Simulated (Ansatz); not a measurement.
## TiAl2: course of a relaxation

Theory: Ansatz, DFT r2SCAN, scalar-relativistic, plane waves, PAW. Run with 500 eV cutoff, 10×10×10 k-mesh, Gaussian smearing of 0.10 eV, no spin polarisation.

What was changed: relaxed at 8 GPa.

Other phases may be more stable at this pressure.

Command:

```bash
ansatz run input.yaml --threads 1 --pin off --max-ram 2560MiB --backend cpu --events-out ev --progress --plain --runs-dir out
```

Input:

```yaml
crystal:
  lattice:
    - [1.9170101995, -5.9119541616, 0.0]
    - [1.9170101995, 5.9119541616, 0.0]
    - [0.0, 0.0, 3.90988139]
  atoms:
    - { symbol: Ti, position: [0.6566207131, 0.3433792869, 0.0] }
    - { symbol: Ti, position: [0.3433792869, 0.6566207131, 0.0] }
    - { symbol: Al, position: [0.0, 0.0, 0.0] }
    - { symbol: Al, position: [0.8277031483, 0.1722968517, 0.5] }
    - { symbol: Al, position: [0.1722968517, 0.8277031483, 0.5] }
    - { symbol: Al, position: [0.5, 0.5, 0.5] }
basis:
  ecutwfc: 500
kpoints:
  mp_grid: { grid: [10, 10, 10] }
hamiltonian:
  xc: r2scan
scf:
  occupations: { method: gaussian, width: 0.1 }
output:
  forces: true
  stress: true
  eigenvalues: true
relax:
  adjacent_minimum: "off"
  f_tol: 0.008
  max_steps: 50
  cell: { stress_tol: 0.08, p_target: 8.0 }
```

F is the free energy. Steps run on the plane waves of an earlier cell, but the last one, and at times one on the way, on a freshly chosen basis, so a repeated geometry can differ a little in energy. The relaxation lowers the enthalpy F + PV at the target pressure, so F itself can rise.

Steps:

```csv
step,F − F(1) (eV),largest force component (eV/Å),V (Å³/atom),P (GPa)
1,0.0000,0.052,14.771,8.24
2,-0.0088,0.003,14.799,7.93
3,-0.0063,0.003,14.790,8.01
4,-0.0063,0.003,14.790,8.01
```

Relaxed structure:

```
CELL_PARAMETERS angstrom
1.91806 -5.91683 0.00000
1.91806 5.91683 0.00000
0.00000 0.00000 3.90974
ATOMIC_POSITIONS crystal
Ti 0.65681 0.34319 0.00000
Ti 0.34319 0.65681 0.00000
Al 0.00000 0.00000 0.00000
Al 0.82813 0.17187 0.50000
Al 0.17187 0.82813 0.50000
Al 0.50000 0.50000 0.50000
```

The structure is orthorhombic, space group Cmmm (No. 65). Conventional cell: a = 3.836 Å, b = 11.834 Å, c = 3.910 Å, α = 90.00°, β = 90.00°, γ = 90.00°. Ti (site symmetry m2m) is surrounded by 10 Al at 2.67 to 2.82 Å and 2 Ti at 2.92 Å. Around Al (site symmetry mmm) lie 4 Ti at 2.67 Å and 8 Al at 2.74 to 2.82 Å. Al (site symmetry m2m) has 6 Al at 2.66 to 2.82 Å and 6 Ti at 2.74 to 2.82 Å as nearest neighbours. Around Al (site symmetry mmm) lie 4 Ti at 2.70 Å and 8 Al at 2.74 to 2.80 Å.

The run converged. Time: 3.1 min on 1 thread of AMD EPYC 7R43 64-Core Processor (Zen 3), on a shared host, peak memory 1 GiB.